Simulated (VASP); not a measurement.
# SnTe (F-43m) in VASP: a series of runs, part 2 of 2

VASP 6.6.1. The steps go on from the part before.

## Step 4: Single point, PBE, spin-orbit coupling, no magnetisation

INCAR reads:

```
SYSTEM = SnTe
PREC = Accurate
ENCUT = 280
EDIFF = 1E-7
ISMEAR = 0
SIGMA = 0.02
LREAL = .False.
LASPH = .True.
NELM = 100
ALGO = Normal
ISIF = 2
LWAVE = .False.
LCHARG = .False.
MAGMOM = 0 0 0 0 0 0
LORBIT = 11
LSORBIT = .True.
GGA_COMPAT = .False.
GGA = PE
NBANDS = 36
```

KPOINTS reads:

```
regular mesh
0
Gamma
  7 7 7
  0 0 0
```

POSCAR reads:

```
SnTe
1.0
    0.0000000000      3.6111460000      3.6111460000
    3.6111460000      0.0000000000      3.6111460000
    3.6111460000      3.6111460000      0.0000000000
Te Sn
1 1
Direct
    0.2500000000      0.2500000000      0.2500000000
    0.0000000000      0.0000000000      0.0000000000
```

Potentials or basis: VASP PAW PBE potentials, release 64 (Te, Sn_d).

Command:

```bash
> cat potpaw_PBE.64/Te/POTCAR potpaw_PBE.64/Sn_d/POTCAR > POTCAR
> mpirun -np 1 vasp_ncl > vasp.out
```

OUTCAR:

```text
SYSTEM = SnTe
   PREC = Accurate
   ENCUT = 280
   EDIFF = 1E-7
   ISMEAR = 0
   LREAL = .False.
   LASPH = .True.
   NELM = 100
   ISIF = 2
   LORBIT = 11
   LSORBIT = .True.
   GGA = PE

 Found     30 irreducible k-points:

 Following reciprocal coordinates:
            Coordinates               Weight
  0.000000  0.000000  0.000000      1.000000
  0.142857  0.000000  0.000000      4.000000
 -0.142857  0.000000  0.000000      4.000000
  0.285714  0.000000  0.000000      4.000000
 -0.285714  0.000000  0.000000      4.000000
  0.428571  0.000000  0.000000      4.000000
   k-points           NKPTS =     30   k-points in BZ     NKDIM =     30   number of bands    NBANDS=     36
   number of dos      NEDOS =    301   number of ions     NIONS =      2
   total plane-waves  NPLWV =  21952
   dimension x,y,z NGX =    28 NGY =   28 NGZ =   28
   dimension x,y,z NGXF=    56 NGYF=   56 NGZF=   56
   ions per type =               1   1
   NGX,Y,Z   is equivalent  to a cutoff of   9.11,  9.11,  9.11 a.u.
   NGXF,Y,Z  is equivalent  to a cutoff of  18.23, 18.23, 18.23 a.u.
 SYSTEM =  SnTe
   PREC   = accura    normal or accurate (medium, high low for compatibility)
   ISTART =      0    job   : 0-new  1-cont  2-samecut
   ICHARG =      2    charge: 1-file 2-atom 10-const
   ISPIN  =      1    spin polarized calculation?
   LNONCOLLINEAR =      T non collinear calculations
   LSORBIT =      T    spin-orbit coupling
   LASPH  =      T    aspherical Exc in radial PAW
   ENCUT  =  280.0 eV  20.58 Ry    4.54 a.u.   6.97  6.97  6.97*2*pi/ulx,y,z
   NELM   =    100;   NELMIN=  2; NELMDL= -5     # of ELM steps
   EDIFF  = 0.1E-06   stopping-criterion for ELM
   LREAL  =      F    real-space projection
   EDIFFG = 0.1E-05   stopping-criterion for IOM
   NSW    =      0    number of steps for IOM
   IBRION =     -1    ionic relax: 0-MD 1-quasi-New 2-CG
   NFREE  =      0    steps in history (QN), initial steepest desc. (CG)
   ISIF   =      2    stress and relaxation
   ISYM   =      2    0-nonsym 1-usesym 2-fastsym
   POTIM  = 0.5000    time-step for ionic-motion
   TEBEG  =    0.0;   TEEND  =   0.0 temperature during run
   PSTRESS=    0.0 pullay stress
   NELECT =      20.0000    total number of electrons
   NUPDOWN=      -1.0000    fix difference up-down
   EMIN   =  10.00;   EMAX   =-10.00  energy-range for DOS
   EFERMI =   0.00;   METHOD = LEGACY
   ISMEAR =     0;   SIGMA  =   0.02  broadening in eV -4-tet -1-fermi 0-gaus
   EFERMI_NEDOS =   21; number of points for ismear=-14 and -15
   IALGO  =     38    algorithm
   IMIX   =      4    mixing-type and parameters
     AMIX     =   0.40;   BMIX     =  1.00
     AMIX_MAG =   1.60;   BMIX_MAG =  1.00
  volume/ion in A,a.u.               =      47.09       317.78
  Fermi-wavevector in a.u.,A,eV,Ry     =   0.976704  1.845704 12.979296  0.953951
  Thomas-Fermi vector in A             =   2.107344
   LORBIT       =     11    0 simple, 1 ext, 2 COOP (PROOUT), +10 PAW based schemes
   GGA     = PE    functional components
   LHFCALC =     F    Hartree Fock is set to
   AEXX    =    0.0000 exact exchange contribution
   IVDW    =     0    specifies the selected vdW correction
   LEPSILON=     F    determine dielectric tensor
   LRPA    =     F    only Hartree local field effects (RPA)
 Gauss-broadening in eV      SIGMA  =   0.02
  energy-cutoff  :      280.00
  volume of cell :       94.18
 maximum number of plane-waves:      2022
   NGX = 13   NGY = 13   NGZ = 13

 number of electron      19.9999963 magnetization      -0.0000000     -0.0000000     -0.0000000

 number of electron      19.9999963 magnetization       0.0000000      0.0000000      0.0000000
[... 17 lines left out ...]
 cond. band min:       3.3219610541   @ k =   0.4286   0.4286   0.0000
 fundamental gap:      0.1598278351
 Fermi energy:         3.2429691137

 k-point     1 :       0.0000    0.0000    0.0000
  band No.  band energies     occupation
      1     -19.1815      1.00000
      2     -19.1815      1.00000
      3     -19.1815      1.00000
      4     -19.1815      1.00000
      5     -18.1477      1.00000
      6     -18.1477      1.00000
[... 199 lines left out ...]
     31       9.8333      0.00000
     32       9.8444      0.00000

 [... further k-points ...]

 [bands above 32 left out]

------------------------ aborting loop because EDIFF is reached ----------------------------------------

  FORCE on cell =-STRESS in cart. coord.  units (eV):
  Direction    XX          YY          ZZ          XY          YZ          ZX
  --------------------------------------------------------------------------------------
  -------------------------------------------------------------------------------------
  Total       -0.0351215     -0.0351215     -0.0351215     -0.0000000     -0.0000000      0.0000000
  in kB       -0.5974732     -0.5974732     -0.5974732     -0.0000000     -0.0000000      0.0000000
  external PRESSURE =      -0.5974732 kB  Pullay stress =       0.0000000 kB

 VOLUME and BASIS-vectors are now :
 -----------------------------------------------------------------------------
  energy-cutoff  :      280.00
  volume of cell :       94.18
      direct lattice vectors                 reciprocal lattice vectors
     0.000000000  3.611146000  3.611146000    -0.138460201  0.138460201  0.138460201
     3.611146000  0.000000000  3.611146000     0.138460201 -0.138460201  0.138460201
     3.611146000  3.611146000  0.000000000     0.138460201  0.138460201 -0.138460201

 POSITION                                       TOTAL-FORCE (eV/Angst)
 -----------------------------------------------------------------------------------
      1.80557      1.80557      1.80557         0.000000      0.000000      0.000000
      0.00000      0.00000      0.00000        -0.000000     -0.000000     -0.000000
 -----------------------------------------------------------------------------------
    total drift:                                0.000000      0.000000      0.000000

  FREE ENERGIE OF THE ION-ELECTRON SYSTEM (eV)
  ---------------------------------------------------
  free  energy   TOTEN  =        -7.2253612668 eV

  energy  without entropy=       -7.2253612667  energy(sigma->0) =       -7.22536127

 Spin-Orbit-Coupling matrix elements

 Ion:    1  E_soc:     -0.2237668
 l=   1
     0.0000000    -0.0372937    -0.0372937
    -0.0372937     0.0000000    -0.0372937
    -0.0372937    -0.0372937     0.0000000
 l=   2
     0.0000000     0.0000084     0.0000000     0.0000084    -0.0000092
     0.0000084     0.0000000    -0.0000069     0.0000084    -0.0000023
     0.0000000    -0.0000069     0.0000000    -0.0000069     0.0000000
     0.0000084     0.0000084    -0.0000069     0.0000000    -0.0000023
    -0.0000092    -0.0000023     0.0000000    -0.0000023     0.0000000
 l=   3
     0.0000000     0.0000000     0.0000000     0.0000000     0.0000000     0.0000000     0.0000000
     0.0000000     0.0000000     0.0000000     0.0000000     0.0000000     0.0000000     0.0000000
     0.0000000     0.0000000     0.0000000     0.0000000     0.0000000     0.0000000     0.0000000
     0.0000000     0.0000000     0.0000000     0.0000000     0.0000000     0.0000000     0.0000000
     0.0000000     0.0000000     0.0000000     0.0000000     0.0000000     0.0000000     0.0000000
     0.0000000     0.0000000     0.0000000     0.0000000     0.0000000     0.0000000     0.0000000
     0.0000000     0.0000000     0.0000000     0.0000000     0.0000000     0.0000000     0.0000000

 Ion:    2  E_soc:     -0.1041386
 l=   1
     0.0000000    -0.0113332    -0.0113332
    -0.0113332     0.0000000    -0.0113332
    -0.0113332    -0.0113332     0.0000000
 l=   2
     0.0000000    -0.0012213     0.0000000    -0.0012213    -0.0048020
    -0.0012213     0.0000000    -0.0036015    -0.0012213    -0.0012005
     0.0000000    -0.0036015     0.0000000    -0.0036015     0.0000000
    -0.0012213    -0.0012213    -0.0036015     0.0000000    -0.0012005
    -0.0048020    -0.0012005     0.0000000    -0.0012005     0.0000000
 l=   3
     0.0000000     0.0000000     0.0000000     0.0000000     0.0000000     0.0000000     0.0000000
     0.0000000     0.0000000     0.0000000     0.0000000     0.0000000     0.0000000     0.0000000
     0.0000000     0.0000000     0.0000000     0.0000000     0.0000000     0.0000000     0.0000000
     0.0000000     0.0000000     0.0000000     0.0000000     0.0000000     0.0000000     0.0000000
     0.0000000     0.0000000     0.0000000     0.0000000     0.0000000     0.0000000     0.0000000
     0.0000000     0.0000000     0.0000000     0.0000000     0.0000000     0.0000000     0.0000000
     0.0000000     0.0000000     0.0000000     0.0000000     0.0000000     0.0000000     0.0000000

 total charge

# of ion       s       p       d       tot
------------------------------------------
    1        1.392   1.955   0.016   3.362
    2        1.401   0.699   9.949  12.048
--------------------------------------------------
tot          2.792   2.654   9.964  15.411

 magnetization (x)

# of ion       s       p       d       tot
------------------------------------------
    1       -0.000  -0.000  -0.000  -0.000
    2       -0.000   0.000   0.000   0.000
--------------------------------------------------
tot         -0.000  -0.000   0.000  -0.000

 magnetization (y)

# of ion       s       p       d       tot
------------------------------------------
    1        0.000   0.000   0.000   0.000
    2        0.000   0.000   0.000   0.000
--------------------------------------------------
tot          0.000   0.000   0.000   0.000

 magnetization (z)

# of ion       s       p       d       tot
------------------------------------------
    1        0.000  -0.000  -0.000  -0.000
    2       -0.000   0.000  -0.000  -0.000
--------------------------------------------------
tot         -0.000  -0.000  -0.000  -0.000
```

stdout:

```text
POSCAR found type information on POSCAR TeSn
 POSCAR found :  2 types and       2 ions
 scaLAPACK will be used
 LDA part: xc-table for (Slater+PW92), standard interpolation
 POSCAR, INCAR and KPOINTS ok, starting setup
 FFT: planning ... GRIDC
 FFT: planning ... GRID_SOFT
 FFT: planning ... GRID
 WAVECAR not read
 entering main loop
```

It took 59 s on 1 thread of Intel Xeon Platinum 8488C (Sapphire Rapids), shared host; peak memory 0.26 GiB.

The run converged, but some of its settings lie outside the range that counts as converged, so its numbers aren't taken as properties of the crystal.

What came out:

```yaml
Free_energy: -7.2254 eV
Pressure: -0.1 GPa
Valence_electrons_inside_the_program's_atomic_spheres: Te 3.36; Sn 12.05
```

Caveat: the cutoff is under 1.25 times the usual one of these potentials, so pressure, stress and relaxed cells hold a basis-set (Pulay) error.
